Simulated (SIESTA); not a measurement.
Crystal: CuI (Marshite).

```
I Cu
1.0
     0.00000    3.03150    3.03150
     3.03150    0.00000    3.03150
     3.03150    3.03150    0.00000
I Cu
1 1
Cartesian
  0.0000 0.0000 0.0000
  4.5473 4.5473 4.5473
```

Base run:

| Item | Value |
| --- | --- |
| Program | SIESTA 5.4.2 |
| Functional | LDA |
| Potentials or basis | PseudoDojo 0.4 standard (LDA files) |
| Basis | DZP (energy shift 0.003 Ry; two zetas on semicore shells) |
| Grid cutoff | 800 Ry |
| Energy shift | 0.003 Ry |
| k mesh | 8 × 8 × 8 |
| Occupations | fermi-dirac, width 0.05 eV |
| Spin | no spin polarisation |

Its results: band gap on the k mesh 1.50 eV, direct; pressure -3.5 GPa.

**Question.** The run is repeated on the same cell with these changes: functional from LDA to PBEsol; potentials or basis from PseudoDojo 0.4 standard (LDA files) to PseudoDojo 0.4 standard (PBEsol files). What comes out?

**Answer.** Band gap on the k mesh 1.59 eV, direct; pressure -1.6 GPa.

Caveats: short orbitals over semicore shells can move pressures by several GPa; spin-orbit coupling is left out, which moves the levels of the heavy elements; the basis of atomic orbitals isn't converged, which shifts pressures, moduli and gaps.
